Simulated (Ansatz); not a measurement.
Si under changes of volume

One of the cells (14.668 Å³/atom); the others are scaled copies at fixed shape and fractional positions:

```
Si
1.0
     2.62054    0.00000    0.00000
    -1.31027    2.26946    0.00000
     0.00000    0.00000    2.46635
Si
1
Direct
  0.00000 0.00000 0.00000
```

This isn't the form of Si at room conditions, which is diamond.

```yaml
Program: Ansatz 0.2.0
Functional: PBE
Potentials_or_basis: Ansatz PAW
Cutoff: "420 eV (not typed: the program's choice for these potentials)"
k_mesh: 12 × 12 × 11
Occupations: fermi-dirac, width 0.05 eV
Spin: no spin polarisation
```

```tsv
volume (Å³/atom)	energy over the lowest point (meV/atom)	pressure (GPa)
13.788	42.97	11.8
14.081	24.41	8.6
14.375	11.43	5.7
14.668	?	?
14.961	0.00	0.8
15.255	0.57	-1.3
15.548	4.72	-3.2
```

Problem. What does the run at 14.668 Å³/atom give?

Solution. Energy over the lowest point 3.46 meV/atom; pressure 3.1 GPa.

Worked out: A Birch-Murnaghan fit of order 3 (a polynomial in V^(-2/3)) to the other rows has its minimum at 15.06 Å³/atom with B0 = V·E''(V) = 108 GPa and B' = 4.6 at fixed shape and positions, which overstates the stiffness. It gives 3.47 meV/atom at 14.668 Å³/atom, against the run's 3.46, and -dE/dV = 3.1 GPa, against 3.1.

Energies are extrapolated to zero smearing.
